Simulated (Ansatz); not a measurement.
Two isomers of C4H6: A = `CC1=CC1`, B = `C1=CCC1`.

Computed with Ansatz on PBE0-D4/def2-TZVP structures; ΔE is electronic, products minus reactants. CBS: MP2 limit from def2 TZ/QZ plus the TZ coupled-cluster correction, frozen cores. DFT in def2-TZVPP. B3LYP here is the variant with VWN-RPA as its local correlation; programs differ in this.

Which isomer does CCSD(T)/CBS put lower? Give the gap. (Estimate.)

Computed: B, by 82.7 kJ/mol.

Give E(B) − E(A) in kJ/mol with MP2/def2-TZVPP, PBE-D4, CCSD(T)/def2-SVP, B3LYP-D4, CCSD/def2-TZVPP, B2PLYP, PBE0-D4. (Best estimate.)

The calculation gave: MP2/def2-TZVPP -78.3, PBE-D4 -73.7, CCSD(T)/def2-SVP -76.5, B3LYP-D4 -73.7, CCSD/def2-TZVPP -82.7, B2PLYP -75.2, PBE0-D4 -77.8. None reverses the order clearly.

Does the order hold for the free energy at 298.15 K (harmonic terms from PBE0-D4)? (Estimate.)

The calculation gave: Yes: G(B) − G(A) = -73.0 kJ/mol.

Largest T1 diagnostic: 0.010.

From PBE to PBE0 (25 % exact exchange), in def2-TZVPP and without D4, E(B) − E(A) moves by −4.4 kJ/mol. At CCSD(T), def2-SVP lies +6.3 kJ/mol from the extrapolated value and def2-TZVPP −0.2 kJ/mol.
